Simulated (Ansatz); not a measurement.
Ribbons are cut from the relaxed C monolayer (P6/mmm, bond 1.42 Å, gap on the mesh 0.00 eV); N counts dimer lines (armchair) or zigzag chains, and the edge energy is per length, the mean of both edges over the sheet. Caps count from half an H2 molecule.

All numbers below come from Ansatz 0.2.0, DFT PBE, scalar-relativistic, plane waves, PAW.

Cutoff 420 eV, Gaussian smearing of 0.05 eV, energies at zero smearing, symmetry of each start kept, collinear spin where a moment is listed.

```
                                                 start atoms k mesh edge energy (eV/Å) period (Å) gap on the mesh (eV) size of the moment (μB per cell)
 zigzag, N = 4 with H caps, edge spins started opposed     10  1×1×36               0.078       2.463                  0.55                              0.00
zigzag, N = 4 with H caps, edge spins started parallel     10  1×1×36               0.081       2.463                     0                              0.39
                             zigzag, N = 6 with H caps     14  1×1×36               0.095       2.463                     0                                 -
```

A dash: not computed, or not clear enough to read.

Edges run without spin may have a lower magnetic state.

Cost: 3 runs of about 9.1 core-minutes in all, on Intel Xeon 6975P-C (Granite Rapids) (shared hosts).